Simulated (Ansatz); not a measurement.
Is this F structure stable?

The cell was found from a structure generator's guess, not taken from experiment.

Theory: DFT PBE+D3(BJ), scalar-relativistic, plane waves, PAW (Ansatz 0.2.0). Settings of the last relaxation (8-atom cell): 420 eV, 6×4×4 k points, Gaussian smearing of 0.02 eV, no spin polarisation.

Space group P-1 (No. 2). a = 3.540 Å, b = 6.324 Å, c = 6.472 Å, α = 91.50°, β = 91.53°, γ = 92.39°
| atom | site | symmetry | x | y | z |
| --- | --- | --- | --- | --- | --- |
| F | 2i | 1 | 0.3954 | 0.1646 | 0.3525 |
| F | 2i | 1 | 0.9464 | 0.7647 | 0.2681 |
| F | 2i | 1 | 0.8972 | 0.2572 | 0.9303 |
| F | 2i | 1 | 0.4308 | 0.6390 | 0.7001 |

Energies count from the standard state of F at the same level (the diatomic molecule).

Task: These tests were run: phonons on a 2×1×1 q mesh; elastic tensor. What do they show?

Result:

```
                     test                                                                                    result
phonons on a 2×1×1 q mesh  no imaginary mode on the mesh, but the interpolation dips to 62i cm⁻¹ between its points
           elastic tensor                                                                    least eigenvalue 0 GPa
```

It fails none of these tests outright. Whether a mixture of other phases lies lower isn't tested here. Undecided within the accuracy: phonons on a 2×1×1 q mesh.

The run for the phonons used a 6×4×4 k mesh. The run for the elastic tensor used a 6×4×4 k mesh.
